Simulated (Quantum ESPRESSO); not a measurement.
# Ta and the effect of the pressure

The cell as given:

```
Ta
1.0
    -1.65128    1.65128    1.65128
     1.65128   -1.65128    1.65128
     1.65128    1.65128   -1.65128
Ta
1
Direct
  0.00000 0.00000 0.00000
```

Kept alike: task relaxation of cell and atoms; functional PBE; k mesh 11 × 11 × 11; occupations fermi-dirac, width 0.05 eV; no spin polarisation. Program: Quantum ESPRESSO, SSSP 1.3 efficiency PBE, cutoff 857 eV. The mesh is that of the run's cell of 1 atom. No spin-orbit coupling.

| pressure, P (GPa) | volume (Å³/atom) |
| --- | --- |
| 0 | 18.226 |
| 2 | 18.044 |
| 5 | 17.787 |
| 10 | 17.398 |
| 20 | 16.740 |
| 30 | 16.185 |

The relaxations keep at least the cell's symmetry (Im-3m). For a metal such a mesh leaves the last digits unconverged. The runs follow the start's structure, whether or not it is the stable one at these pressures. P is the pressure aimed at, which the runs meet within some hundredths to tenths of a GPa.

Question: What does the pressure change here?

Answer: The volume falls from 18.226 to 16.185 Å³/atom between 0 and 30 GPa. The volume falls ever more slowly, since the solid stiffens under load. At the pressures aimed at, which the runs meet within some tenths of a GPa, the step from 0 to 5 GPa gives a mean bulk modulus near 205 GPa, the last step 297 GPa.
